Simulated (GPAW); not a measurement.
# CuO (Tenorite) (C2/c) in GPAW: reference runs

Aim: a first look at CuO (Tenorite) with PBE, on the cell as given.

Program: GPAW 26.7.0. These are calculated values, not measurements. Logs are shortened: lines on timing, memory, paths and dates and some standing lists are left out, and cuts for length are marked. The log counts tension as positive stress, the text compression.

**1. Starting point**

Symmetry: C2/c, No. 15, monoclinic system. The conventional cell has a = 4.684 Å, b = 3.423 Å, c = 5.129 Å, α = 90.00°, β = 99.54°, γ = 90.00°. Cu (site symmetry -1) has 4 O at 1.95 to 1.96 Å as nearest neighbours. O (site symmetry 2) is surrounded by 4 Cu at 1.95 to 1.96 Å.

**2. Single point, PBE**

Input file run.py:

```python
from ase import Atoms
from ase.dft.bandgap import bandgap
from ase.io import write
from ase.units import GPa
from gpaw import GPAW, PW

atoms = Atoms(['Cu', 'Cu', 'O', 'O'],
              cell=[[2.34185, -1.7113, 0.0],
                    [2.34185, 1.7113, 0.0],
                    [-0.8500274268, 0.0, 5.0578693947]],
              scaled_positions=[[0.5, 0.0, 0.5],
                                [0.0, 0.5, 0.0],
                                [0.4184, 0.5816, 0.75],
                                [0.5816, 0.4184, 0.25]],
              pbc=True)

calc = GPAW(mode=PW(800),
            xc='PBE',
            kpts={'size': (10, 10, 5), 'gamma': True},
            occupations={'name': 'fermi-dirac', 'width': 0.05},
            nbands=33,
            convergence={'density': 1e-05, 'energy': 1e-05},
            maxiter=150,
            txt='gpaw.txt')
atoms.calc = calc
energy = atoms.get_potential_energy()
forces = atoms.get_forces()
stress = atoms.get_stress()
calc.write('gs.gpw')
write('result.traj', atoms)
print(f'Energy: {energy:.6f} eV')
print('Forces (eV/A):')
print(forces.round(4))
print('Stress (GPa):', (stress / GPa).round(3))
print('Fermi level:', round(calc.get_fermi_level(), 4), 'eV')
print(f'Gap: {bandgap(calc)[0]:.4f} eV, direct: {bandgap(calc, direct=True)[0]:.4f} eV')
```

Potentials or basis: GPAW PAW data sets (gpaw-data 1.2.1), pw.

On the command line:

```sh
> OMP_NUM_THREADS=1 python run.py
```

gpaw.txt:

```text
__  _  _
 | _ |_)|_||  |
 |__||  | ||/\| - 26.7.0

Input parameters:
  mode=PW(ecut=800.0),
  convergence={'density': 1e-05, 'energy': 1e-05},
  kpts=MonkhorstPack(size=(10, 10, 5), gamma=True),
  maxiter=150,
  nbands=33,
  occupations=Occupations(name='fermi-dirac', width=0.05),
  xc=XC(name='PBE')

Diagonalizing LCAO Hamiltonian
Converting LCAO to pw mode

          O

       Cu
           O
         Cu

Atoms  # Å, Bohr magnetons
|   | symbol |        x |         y |        z |    initial magnetic moments |
|---|--------|----------|-----------|----------|-----------------------------|
| 0 |     Cu | 0.745911 | -0.855650 | 2.528935 | ( 0.0000,  0.0000,  0.0000) |
| 1 |     Cu | 1.170925 |  0.855650 | 0.000000 | ( 0.0000,  0.0000,  0.0000) |
| 2 |      O | 1.704329 |  0.279284 | 3.793402 | ( 0.0000,  0.0000,  0.0000) |
| 3 |      O | 2.129343 | -0.279284 | 1.264467 | ( 0.0000,  0.0000,  0.0000) |

Unit cell  # Å
| periodic |         x |         y |        z |  lengths |    angles |
|----------|-----------|-----------|----------|----------|-----------|
|      yes |  2.341850 | -1.711300 | 0.000000 | 2.900484 | 97.690119 |
|      yes |  2.341850 |  1.711300 | 0.000000 | 2.900484 | 97.690119 |
|      yes | -0.850027 |  0.000000 | 5.057869 | 5.128800 | 72.314715 |

Number of symmetries: 2
Symmetry operations  # r_c * U_cc + t_c -> r_c
|   | kind |            matrix            |
|---|------|------------------------------|
| 0 |  E   |  1, 0, 0,  0, 1, 0,  0, 0, 1 |
| 1 |  i   | -1, 0, 0,  0,-1, 0,  0, 0,-1 |

BZ-sampling:
  Number of BZ points: 500
  Number of IBZ points: 252

  Monkhorst-Pack size: [10, 10, 5]
  Monkhorst-Pack shift: [0.05, 0.05, 0.0]

K-points  # in reciprocal-cell coordinates
|     |                                coordinates |     weight |
|-----|--------------------------------------------|------------|
|   0 | (  0.00000000,   0.00000000,   0.00000000) | 0.00200000 |
|   1 | (  0.00000000,   0.00000000,   0.20000000) | 0.00400000 |
|   2 | (  0.00000000,   0.00000000,   0.40000000) | 0.00400000 |
|   3 | (  0.00000000,   0.10000000,  -0.40000000) | 0.00400000 |
|   4 | (  0.00000000,   0.10000000,  -0.20000000) | 0.00400000 |
|   5 | (  0.00000000,   0.10000000,   0.00000000) | 0.00400000 |
|   6 | (  0.00000000,   0.10000000,   0.20000000) | 0.00400000 |
|   7 | (  0.00000000,   0.10000000,   0.40000000) | 0.00400000 |
|   8 | (  0.00000000,   0.20000000,  -0.40000000) | 0.00400000 |
|   9 | (  0.00000000,   0.20000000,  -0.20000000) | 0.00400000 |
| ... |                                            |            |
| 251 | (  0.50000000,   0.50000000,   0.40000000) | 0.00400000 |

Plane wave coefficients: 2099
Cutoff: 800.0 eV

Spin-components: 1 (collinear spins)
Bands:           33
Projectors:      22
Spin-degeneracy: 2
Datatype:        complex128

Parallelization:
  kpt:    1
  domain: 1
  band:   1

Density:
  Valence electrons: 34.0
  Components: 1
  Grid points: [20 20 35]
  Charge: 0.0  # |e|

Potential:
  Grid points: [20 20 35]

species:
  Cu:
    name:    Copper
    Z:       29.0
    valence: 11
    core:    18
    charge:  0.0  # [|e|]
    compensation charges:
      type: gauss
      rc: 0.33  # [Å]
      lmax: 2
    cutoffs:
      filter: 2.06  # [Å]
      core: 2.43  # [Å]
    projectors
    | kind |    occ | energy [eV] | rcut [Å] |
    |------|--------|-------------|----------|
    |   4s |  1.000 |      -4.609 |    1.164 |
    |   4p |  0.000 |      -0.698 |    1.164 |
    |   3d | 10.000 |      -5.039 |    1.058 |
    |    s |        |      22.603 |    1.164 |
    |    p |        |      26.513 |    1.164 |
    |    d |        |      22.172 |    1.058 |

    Using partial waves for Cu as LCAO basis

  O:
    name:    Oxygen
    Z:       8.0
    valence: 6
    core:    2
    charge:  0.0  # [|e|]
    compensation charges:
      type: gauss
      rc: 0.21  # [Å]
      lmax: 2
    cutoffs:
      filter: 1.17  # [Å]
      core: 0.83  # [Å]
    projectors
    | kind |    occ | energy [eV] | rcut [Å] |
    |------|--------|-------------|----------|
    |   2s |  2.000 |     -23.961 |    0.688 |
    |   2p |  4.000 |      -9.029 |    0.598 |
    |    s |        |       3.251 |    0.688 |
    |    p |        |      18.182 |    0.598 |
    |    d |        |       0.000 |    0.619 |

    Using partial waves for O as LCAO basis

Reference energy: -94124.608285  # eV

eigensolver:
  PPCG
  Converge bands: occupied
  niter=2

density mixing:
  MSR1-Mixer
  Pratt-step length: 0.05
  Maximum mixing coefficient: 0.75
  Old densities: 10
  SVD Regularization: 0.005
  Good broyden scale: 1.0
  Trust region scale: 1.0
  Backstep threshold: 4.0
  History deletion threshold: 6.0
  Fourier metric: weight=20.0, sigma=0.015

occupation numbers:
  Fermi-Dirac:
    width: 0.0500  # eV

poisson solver:
  ecut: 6400.0  # eV

xc functional:
  name: PBE with 2 nearest neighbor stencil

convergence criteria:
- Maximum integral of absolute [dens]ity change: 1e-05 electrons / valence electron
- Maximum [total energy] change in last 3 cyles: 1e-05 eV / valence electron
- Maximum integral of absolute [eigenst]ate change: 4e-08 eV^2 / valence electron
maximum number of iterations: 150

SCF iterations
|iter     | |      energy | eigst |  dens |
|---------|-|-------------|-------|-------|
|iter:   1| |  -25.868688 | +0.20 |       |
|iter:   2| |  -23.368724 | -1.83 | -0.89 |
|iter:   3| |  -19.877036 | -1.21 | -0.99 |
|iter:   4| |  -19.830925 | -3.30 | -1.59 |
|iter:   5| |  -20.007728 | -2.79 | -1.73 |
|iter:   6| |  -19.796679 | -2.89 | -1.52 |
|iter:   7| |  -19.792624 | -3.64 | -2.40 |
|iter:   8| |  -19.792419 | -5.22 | -2.80 |
|iter:   9| |  -19.792435c| -5.96 | -3.20 |
|iter:  10| |  -19.792434c| -6.69 | -3.64 |
|iter:  11| |  -19.792433c| -8.06c| -4.43 |
|iter:  12| |  -19.792433c| -8.23c| -5.08c|

Converged in 12 steps
Energy contributions relative to reference atoms: (reference = -94124.608285)

Energy contributions:
  Kinetic:           2.218274
  Coulomb:          -7.469395
  Zero:              0.628706
  External:          0.000000
  Xc:              -15.160404
  Entropy:          -0.019228
  Spinorbit:         0.000000
  ----------------------------
  Free energy:     -19.802047
  Extrapolated:    -19.792433

dipole moment: (-8.311200, -0.000000, -10.965194)  # |e|*Ang

Fermi level: 6.547
Eigenvalues  # (at kpt = [0.000, 0.000, 0.000])
| band index |      eig [eV] | occ [0-2] |
|------------|---------------|-----------|
|          0 |       -13.381 |     2.000 |
|        ... |               |           |
|          8 |         3.469 |     2.000 |
|          9 |         3.560 |     2.000 |
|         10 |         3.869 |     2.000 |
|         11 |         3.916 |     2.000 |
|         12 |         4.148 |     2.000 |
|         13 |         4.314 |     2.000 |
[... 8 lines left out ...]
|         22 |        22.255 |     0.000 |
|         23 |        22.986 |     0.000 |
|        ... |               |           |
|         32 |        30.110 |     0.000 |

No gap
No difference between direct/indirect transitions

Forces  # eV/Ang
|        x |        y |        z |
|----------|----------|----------|
|  0.00000 |  0.00000 |  0.00000 |  # Cu   0
|  0.00000 |  0.00000 |  0.00000 |  # Cu   1
| -0.00001 | -0.17494 | -0.00009 |  # O    2
|  0.00001 |  0.17494 |  0.00009 |  # O    3

Stress tensor  # eV/Ang^3
|         x |         y |         z |
|-----------|-----------|-----------|
| -0.049534 | -0.000000 |  0.009783 |
| -0.000000 | -0.050901 | -0.000000 |
|  0.009783 | -0.000000 | -0.047356 |

# Writing to gs.gpw (mode='')
```

Run time: 5.9 min. Hardware: 1 thread of Arm Neoverse V1, shared host; peak memory 0.55 GiB.

What came out:

* Free energy: -19.8020 eV
* Pressure: 7.9 GPa
* Largest force: 0.175 eV/Å
* Band gap on the k mesh: none (metal or under the smearing width)

Forces on the atoms (eV/Å):
```
Cu   0.000  0.000  0.000
Cu   0.000  0.000  0.000
O    0.000 -0.175  0.000
O    0.000  0.175  0.000
```

Stress tensor (GPa, compression positive):
```
 7.94  0.00 -1.57
 0.00  8.16  0.00
-1.57  0.00  7.59
```

Levels at points of the mesh, in eV from the Fermi level:
| k point | band 13 | band 14 | band 15 | band 16 | band 17 | band 18 | band 19 | band 20 | band 21 | band 22 |
| --- | --- | --- | --- | --- | --- | --- | --- | --- | --- | --- |
| (0.00, 0.00, 0.00) | -2.40 | -2.23 | -2.17 | -1.67 | 0.21 | 0.94 | 1.72 | 6.04 | 8.17 | 13.38 |
| (0.00, 0.50, 0.00) | -2.07 | -1.61 | -1.52 | -1.42 | 0.01 | 0.25 | 4.86 | 6.31 | 6.95 | 11.12 |
| (0.50, 0.00, 0.00) | -2.07 | -1.61 | -1.52 | -1.42 | 0.01 | 0.25 | 4.86 | 6.31 | 6.95 | 11.12 |
| (0.50, 0.50, 0.00) | -2.15 | -2.14 | -1.67 | -1.23 | -0.67 | 1.07 | 3.34 | 7.10 | 8.51 | 10.03 |

Caveat: with this Cu data set, volumes or pressures lay over 1.5 % or 2 GPa off other programs in two to four cells of ten; the run has no spin polarisation, though such a crystal can be magnetic; semilocal functionals often make such compounds metallic where correlation or magnetic order opens a gap, which also shifts bond lengths.
